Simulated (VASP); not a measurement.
# Pt (Fm-3m) in VASP: further runs

One crystal, Pt, is run at these levels: PBE; tasks: relaxation of cell and atoms.

All numbers are computed with VASP 6.6.1; they aren't measurements. Logs are shortened: lines on timing, memory, paths and dates and some standing lists are left out, and cuts for length are marked.

## 1. Starting point

It takes space group Fm-3m (No. 225, cubic). Conventional cell: a = 3.922 Å, b = 3.922 Å, c = 3.922 Å, α = 90.00°, β = 90.00°, γ = 90.00°. Around Pt (site symmetry m-3m) lie 12 Pt at 2.77 Å.

## 2. Relaxation of cell and atoms, PBE

File INCAR:

```
SYSTEM = Pt
ALGO = Fast ; EDIFF = 1E-7
EDIFFG = -0.002 ; ENCUT = 520
GGA = PE ; IBRION = 2
ISIF = 3 ; ISMEAR = 0
LASPH = .TRUE. ; LCHARG = .FALSE.
LREAL = .FALSE. ; LWAVE = .FALSE.
NELM = 60 ; NSW = 80
PREC = Accurate ; SIGMA = 0.1
```

File KPOINTS:

```
k-points
0
G
  6 6 6
  0 0 0
```

File POSCAR:

```
Pt
1.0
    0.0000000000      1.9609000000      1.9609000000
    1.9609000000      0.0000000000      1.9609000000
    1.9609000000      1.9609000000      0.0000000000
Pt
1
Direct
    0.0000000000      0.0000000000      0.0000000000
```

Potentials or basis: VASP PAW PBE potentials, release 64 (Pt).

Launch:

```bash
cat potpaw_PBE.64/Pt/POTCAR > POTCAR
mpirun -np 1 vasp_std > vasp.out
```

OUTCAR:

```text
SYSTEM = Pt
   EDIFF = 1E-7
   EDIFFG = -0.002
   ENCUT = 520
   GGA = PE
   IBRION = 2
   ISIF = 3
   ISMEAR = 0
   LASPH = .TRUE.
   LREAL = .FALSE.
   NELM = 60
   NSW = 80
   PREC = Accurate

 ion  position               nearest neighbor table
   1  0.000  0.000  0.000-

  LATTYP: Found a face centered cubic cell.
 ALAT       =     3.9218000000

  Lattice vectors:

 A1 = (   0.0000000000,   1.9609000000,   1.9609000000)
 A2 = (   1.9609000000,   0.0000000000,   1.9609000000)
 A3 = (   1.9609000000,   1.9609000000,   0.0000000000)

Analysis of symmetry for initial positions (statically):
=====================================================================
 Subroutine PRICEL returns:
 Original cell was already a primitive cell.

 Routine SETGRP: Setting up the symmetry group for a
 face centered cubic supercell.

 Subroutine GETGRP returns: Found 48 space group operations
 (whereof 48 operations were pure point group operations)
 out of a pool of 48 trial point group operations.

The static configuration has the point symmetry O_h .

Analysis of symmetry for dynamics (positions and initial velocities):
=====================================================================
 Subroutine PRICEL returns:
 Original cell was already a primitive cell.

 Routine SETGRP: Setting up the symmetry group for a
 face centered cubic supercell.

 Subroutine GETGRP returns: Found 48 space group operations
 (whereof 48 operations were pure point group operations)
 out of a pool of 48 trial point group operations.

The dynamic configuration has the point symmetry O_h .

 Subroutine INISYM returns: Found 48 space group operations
 (whereof 48 operations are pure point group operations),
 and found     1 'primitive' translations

----------------------------------------------------------------------------------------

                                     Primitive cell

  volume of cell :      15.0798

  direct lattice vectors                    reciprocal lattice vectors
     0.000000000  1.960900000  1.960900000    -0.254984956  0.254984956  0.254984956
     1.960900000  0.000000000  1.960900000     0.254984956 -0.254984956  0.254984956
     1.960900000  1.960900000  0.000000000     0.254984956  0.254984956 -0.254984956

  length of vectors
     2.773131374  2.773131374  2.773131374     0.441646899  0.441646899  0.441646899

  position of ions in fractional coordinates (direct lattice)
     0.000000000  0.000000000  0.000000000

  ion indices of the primitive-cell ions
   primitive index   ion index
                 1           1

----------------------------------------------------------------------------------------

 KPOINTS: k-points

Automatic generation of k-mesh.
 Grid dimensions read from file:
 generate k-points for:    6    6    6

 Generating k-lattice:

  Cartesian coordinates                     Fractional coordinates (reciprocal lattice)
    -0.042497493  0.042497493  0.042497493     0.166666667  0.000000000  0.000000000
     0.042497493 -0.042497493  0.042497493     0.000000000  0.166666667  0.000000000
     0.042497493  0.042497493 -0.042497493     0.000000000  0.000000000  0.166666667

  Length of vectors
     0.073607816  0.073607816  0.073607816

  Shift w.r.t. Gamma in fractional coordinates (k-lattice)
     0.000000000  0.000000000  0.000000000

 Subroutine IBZKPT returns following result:
 ===========================================

 Found     16 irreducible k-points:

 Following reciprocal coordinates:
            Coordinates               Weight
  0.000000  0.000000  0.000000      1.000000
  0.166667  0.000000  0.000000      8.000000
  0.333333  0.000000  0.000000      8.000000
  0.500000  0.000000  0.000000      4.000000
  0.166667  0.166667  0.000000      6.000000
  0.333333  0.166667  0.000000     24.000000
[... 8 lines left out ...]
 -0.333333  0.333333  0.166667     24.000000
 -0.333333  0.500000  0.166667     12.000000
   k-points           NKPTS =     16   k-points in BZ     NKDIM =     16   number of bands    NBANDS=      9
   number of dos      NEDOS =    301   number of ions     NIONS =      1
   total plane-waves  NPLWV =  13824
   dimension x,y,z NGX =    24 NGY =   24 NGZ =   24
   dimension x,y,z NGXF=    48 NGYF=   48 NGZF=   48
   ions per type =               1
   NGX,Y,Z   is equivalent  to a cutoff of  14.39, 14.39, 14.39 a.u.
   NGXF,Y,Z  is equivalent  to a cutoff of  28.78, 28.78, 28.78 a.u.
 SYSTEM =  Pt
   PREC   = accura    normal or accurate (medium, high low for compatibility)
   ISTART =      0    job   : 0-new  1-cont  2-samecut
   ICHARG =      2    charge: 1-file 2-atom 10-const
   ISPIN  =      1    spin polarized calculation?
   LNONCOLLINEAR =      F non collinear calculations
   LSORBIT =      F    spin-orbit coupling
   LASPH  =      T    aspherical Exc in radial PAW
   ENCUT  =  520.0 eV  38.22 Ry    6.18 a.u.   5.16  5.16  5.16*2*pi/ulx,y,z
   NELM   =     60;   NELMIN=  2; NELMDL= -5     # of ELM steps
   EDIFF  = 0.1E-06   stopping-criterion for ELM
   LREAL  =      F    real-space projection
   EDIFFG = -.2E-02   stopping-criterion for IOM
   NSW    =     80    number of steps for IOM
   IBRION =      2    ionic relax: 0-MD 1-quasi-New 2-CG
   NFREE  =      1    steps in history (QN), initial steepest desc. (CG)
   ISIF   =      3    stress and relaxation
   ISYM   =      2    0-nonsym 1-usesym 2-fastsym
   POTIM  = 0.5000    time-step for ionic-motion
   TEBEG  =    0.0;   TEEND  =   0.0 temperature during run
   PSTRESS=    0.0 pullay stress
   NELECT =      10.0000    total number of electrons
   NUPDOWN=      -1.0000    fix difference up-down
   EMIN   =  10.00;   EMAX   =-10.00  energy-range for DOS
   EFERMI =   0.00;   METHOD = LEGACY
   ISMEAR =     0;   SIGMA  =   0.10  broadening in eV -4-tet -1-fermi 0-gaus
   EFERMI_NEDOS =   21; number of points for ismear=-14 and -15
   IALGO  =     68    algorithm
   IMIX   =      4    mixing-type and parameters
     AMIX     =   0.40;   BMIX     =  1.00
     AMIX_MAG =   1.60;   BMIX_MAG =  1.00
  volume/ion in A,a.u.               =      15.08       101.76
  Fermi-wavevector in a.u.,A,eV,Ry     =   1.427609  2.697791 27.729605  2.038068
  Thomas-Fermi vector in A             =   2.547760
   LORBIT       =      0    0 simple, 1 ext, 2 COOP (PROOUT), +10 PAW based schemes
   GGA     = PE    functional components
   LHFCALC =     F    Hartree Fock is set to
   AEXX    =    0.0000 exact exchange contribution
   IVDW    =     0    specifies the selected vdW correction
   LEPSILON=     F    determine dielectric tensor
   LRPA    =     F    only Hartree local field effects (RPA)
 conjugate gradient relaxation of ions
 non-spin polarized calculation
 RMM-DIIS sequential band-by-band and
 Gauss-broadening in eV      SIGMA  =   0.10
  energy-cutoff  :      520.00
  volume of cell :       15.08
 maximum number of plane-waves:       419
 NGX is ok and might be reduce to    24
   NGX = 11   NGY = 11   NGZ = 11

--------------------------------------- Ionic step        1  -------------------------------------------

 number of electron      10.0000000 magnetization

 Free energy of the ion-electron system (eV)
  ---------------------------------------------------
  ext. energy  EPLUGINS =         0.00000000
  ---------------------------------------------------
  free energy    TOTEN  =        -6.19565116 eV

  energy without entropy =       -6.18890006  energy(sigma->0) =       -6.19227561

------------------------ aborting loop because EDIFF is reached ----------------------------------------

  FORCE on cell =-STRESS in cart. coord.  units (eV):
  Direction    XX          YY          ZZ          XY          YZ          ZX
  --------------------------------------------------------------------------------------
  -------------------------------------------------------------------------------------
  Total        0.6396803      0.6396803      0.6396803      0.0000000     -0.0000000      0.0000000
  in kB       67.9637328     67.9637328     67.9637328      0.0000000     -0.0000000      0.0000000
  external PRESSURE =      67.9637328 kB  Pullay stress =       0.0000000 kB
[... 20 lines left out ...]
  energy  without entropy=       -6.1889000593  energy(sigma->0) =       -6.19227561

--------------------------------------- Ionic step        2  -------------------------------------------

 number of electron       9.9999999 magnetization

 E-fermi :   9.5629     XC(G=0): -12.9548

 val. band max:        9.5423821512   @ k =   0.5000   0.5000   0.0000
 cond. band min:       9.5767307900   @ k =   0.5000   0.0000   0.0000
 fundamental gap:      0.0343486387
 Fermi energy:         9.5628777345

 k-point     1 :       0.0000    0.0000    0.0000
  band No.  band energies     occupation
      1       0.3657      2.00000
      2       6.3019      2.00000
      3       6.3019      2.00000
      4       6.3019      2.00000
      5       8.1466      2.00000
      6       8.1466      2.00000
      7      24.4519      0.00000
      8      28.9009      0.00000
      9      28.9009      0.00000
[... 241 lines left out ...]
  FREE ENERGIE OF THE ION-ELECTRON SYSTEM (eV)
  ---------------------------------------------------
  free  energy   TOTEN  =        -6.2032729176 eV

  energy  without entropy=       -6.1961727289  energy(sigma->0) =       -6.19972282

[... ionic steps 4 to 13 ...]

--------------------------------------- Ionic step       14  -------------------------------------------

 number of electron      10.0000001 magnetization

------------------------ aborting loop because EDIFF is reached ----------------------------------------

  FORCE on cell =-STRESS in cart. coord.  units (eV):
  Direction    XX          YY          ZZ          XY          YZ          ZX
  --------------------------------------------------------------------------------------
  -------------------------------------------------------------------------------------
  Total        0.0021801      0.0021801      0.0021801      0.0000000      0.0000000      0.0000000
  in kB        0.2260649      0.2260649      0.2260649      0.0000000      0.0000000      0.0000000
  external PRESSURE =       0.2260649 kB  Pullay stress =       0.0000000 kB
[... 55 lines left out ...]
  energy  without entropy=       -6.1961820343  energy(sigma->0) =       -6.19972876

--------------------------------------- Ionic step       16  -------------------------------------------

 number of electron      10.0000001 magnetization

 Free energy of the ion-electron system (eV)
  ---------------------------------------------------
  ext. energy  EPLUGINS =         0.00000000
  ---------------------------------------------------
  free energy    TOTEN  =        -6.20327545 eV

  energy without entropy =       -6.19618139  energy(sigma->0) =       -6.19972842

 E-fermi :  10.7780     XC(G=0): -13.3518

 val. band max:       10.7587333339   @ k =   0.5000   0.5000   0.0000
 cond. band min:      10.7952999035   @ k =   0.5000   0.0000   0.0000
 fundamental gap:      0.0365665696
 Fermi energy:        10.7779968188

 k-point     1 :       0.0000    0.0000    0.0000
  band No.  band energies     occupation
      1       0.8571      2.00000
      2       7.1306      2.00000
      3       7.1306      2.00000
      4       7.1306      2.00000
      5       9.1925      2.00000
      6       9.1925      2.00000
      7      25.5166      0.00000
      8      30.3385      0.00000
      9      30.3385      0.00000
[... 206 lines left out ...]
  FREE ENERGIE OF THE ION-ELECTRON SYSTEM (eV)
  ---------------------------------------------------
  free  energy   TOTEN  =        -6.2032754497 eV

  energy  without entropy=       -6.1961813870  energy(sigma->0) =       -6.19972842

 reached required accuracy - stopping structural energy minimisation
```

Wall time 12 s (1 thread of Intel Xeon 6975P-C (Granite Rapids), shared host); peak memory 0.14 GiB.

Results:

* Free energy: -6.2033 eV
* Relaxed volume: 15.45 Å³/atom
* Relaxed cell: a = 2.796 Å, b = 2.796 Å, c = 2.796 Å, α = 60.00°, β = 60.00°, γ = 60.00°
* Space group after relaxing (to 0.05 Å): Fm-3m (No. 225)
* Energy gained by relaxing: 7.6 meV/atom
* Ionic steps: 16
* Pressure after relaxing: 0.0 GPa
* Band gap on the k mesh: none (metal or under the smearing width)

The path:
| step | energy change (eV) | largest force (eV/Å) | pressure (GPa) | volume (Å³) |
| --- | --- | --- | --- | --- |
| 1 | 0.0000 | 0.0000 | 6.80 | 15.08 |
| 2 | 0.0438 | 0.0000 | -14.15 | 16.52 |
| 3 | -0.0076 | 0.0000 | -0.08 | 15.46 |
| 4 | -0.0076 | 0.0000 | 0.03 | 15.45 |
| 5 | -0.0076 | 0.0000 | 0.03 | 15.45 |
| 6 | -0.0076 | 0.0000 | 0.03 | 15.45 |
| 7 | -0.0076 | 0.0000 | 0.02 | 15.45 |
| 8 | -0.0076 | 0.0000 | 0.02 | 15.45 |
| 9 | -0.0076 | 0.0000 | 0.02 | 15.45 |
| 10 | -0.0076 | 0.0000 | 0.02 | 15.45 |
| 11 | -0.0076 | 0.0000 | 0.02 | 15.45 |
| 12 | -0.0076 | 0.0000 | 0.03 | 15.45 |
| 13 | -0.0076 | 0.0000 | 0.02 | 15.45 |
| 14 | -0.0076 | 0.0000 | 0.02 | 15.45 |
| 15 | -0.0076 | 0.0000 | 0.02 | 15.45 |
| 16 | -0.0076 | 0.0000 | 0.00 | 15.45 |

Final structure:
```yaml
crystal:
  lattice:
    - [0.00000, 1.97691, 1.97691]
    - [1.97691, 0.00000, 1.97691]
    - [1.97691, 1.97691, 0.00000]
  atoms:
    - { symbol: Pt, position: [0.00000, 0.00000, 0.00000] }
```

Caveat: the k mesh is coarse (spacing up to 0.46 Å⁻¹), so the values aren't converged. PBE usually gives volumes a little too large and moduli too small.

## 3. Relaxation of cell and atoms, PBE

This run uses another cell than the first one, of 15.45 Å³/atom, 1.025 times its volume.

INCAR is that of step 2.

KPOINTS is that of step 2.

File POSCAR:

```
Pt                                      
1.0
   -0.0000000000      1.9769143811      1.9769143811
    1.9769143811     -0.0000000000      1.9769143811
    1.9769143811      1.9769143811      0.0000000000
  Pt            
     1
Direct
     0.0000000000000000    0.0000000000000000    0.0000000000000000
```

Potentials or basis: VASP PAW PBE potentials, release 64 (Pt).

Launch:

```bash
cat potpaw_PBE.64/Pt/POTCAR > POTCAR
mpirun -np 1 vasp_std > vasp.out
```

Wall time 5.3 s (1 thread of Intel Xeon 6975P-C (Granite Rapids), shared host); peak memory 0.13 GiB.

Results (log left out):

| Property | Result |
| --- | --- |
| Free energy | -6.2036 eV |
| Energy gained by relaxing | 0.0 meV/atom |
| Ionic steps | 5 |
| Pressure after relaxing | 0.0 GPa |
| Band gap on the k mesh | none (metal or under the smearing width) |

Final structure:
```
Pt
1.0
     0.00000    1.97693    1.97693
     1.97693    0.00000    1.97693
     1.97693    1.97693    0.00000
Pt
1
Direct
  0.00000 0.00000 0.00000
```

Levels at points of the mesh, in eV from the Fermi level:
```tsv
k point	band 2	band 3	band 4	band 5	band 6	band 7	band 8	band 9
(0.00, 0.00, 0.00)	-3.65	-3.65	-3.65	-1.59	-1.59	14.74	19.56	19.56
(0.50, 0.00, 0.00)	-3.71	-3.71	-0.35	0.02	0.02	5.66	14.30	18.83
(0.50, 0.50, 0.00)	-6.37	-0.02	0.45	0.45	1.85	8.62	11.34	11.34
```

Caveat: the k mesh is coarse (spacing up to 0.46 Å⁻¹), so the values aren't converged.
